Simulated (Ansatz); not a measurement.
# KF: the cost of one run

Program: Ansatz 0.2.0. Level of theory: DFT PBE, scalar-relativistic, plane waves, PAW. These are calculated values, not measurements.

1 further run of the same task is left out (set aside as unsound or not needed).

**1. The starting structure**

The structure is cubic, space group F-43m (No. 216). Conventional cell: a = 5.953 Å, b = 5.953 Å, c = 5.953 Å, α = 90.00°, β = 90.00°, γ = 90.00°. K (site symmetry -43m) has 4 F at 2.58 Å as nearest neighbours. Around F (site symmetry -43m) lie 4 K at 2.58 Å.

As a file:

```cif
data_structure
_symmetry_space_group_name_H-M 'P 1'
_symmetry_Int_Tables_number 1
_cell_length_a 4.2094
_cell_length_b 4.2094
_cell_length_c 4.2094
_cell_angle_alpha 59.994
_cell_angle_beta 59.994
_cell_angle_gamma 59.994
_cell_volume 52.73
loop_
_atom_site_label
_atom_site_type_symbol
_atom_site_fract_x
_atom_site_fract_y
_atom_site_fract_z
_atom_site_occupancy
K1 K 0.24937 0.24937 0.24937 1
F1 F 0.99939 0.99939 0.99939 1
```

It is the end of an earlier relaxation with the same method, from a generated guess; it needn't be the stable form of this composition. At a tolerance of 0.02 Å it has space group F-43m (No. 216); it has 26.37 Å³/atom, an uncorrected energy of -2.63 eV/atom over the elements and, on its mesh, gap 5.06 eV.

**2. Volume × 0.97**

Input file input.yaml:

```yaml
crystal:
  lattice:
    - [2.0832417752, 1.2027601997, 3.4023741644]
    - [-2.0832417752, 1.2027601997, 3.4023741644]
    - [0.0, -2.4055203993, 3.4023741644]
  atoms:
    - { symbol: K, position: [0.2493696479, 0.2493696479, 0.2493696479] }
    - { symbol: F, position: [-0.0006130279, -0.0006130279, -0.0006130279] }
basis:
  ecutwfc: 420
kpoints:
  mp_grid: { grid: [8, 8, 8] }
hamiltonian:
  xc: pbe
scf:
  occupations: { method: gaussian, width: 0.02 }
output:
  forces: true
  stress: true
  eigenvalues: true
relax:
  adjacent_minimum: "off"
  f_tol: 0.01
  max_steps: 30
  cell: { stress_tol: 0.1, fix: [volume] }
```

Started as:

```sh
ansatz run input.yaml --threads 1 --pin off --max-ram 2048MiB --backend cpu --events-out ev --progress --plain --runs-dir out
```

What time and memory should one allow on 1 thread of Arm Neoverse V1, shared host?

About 9.9 s, with a peak of 0.34 GiB.
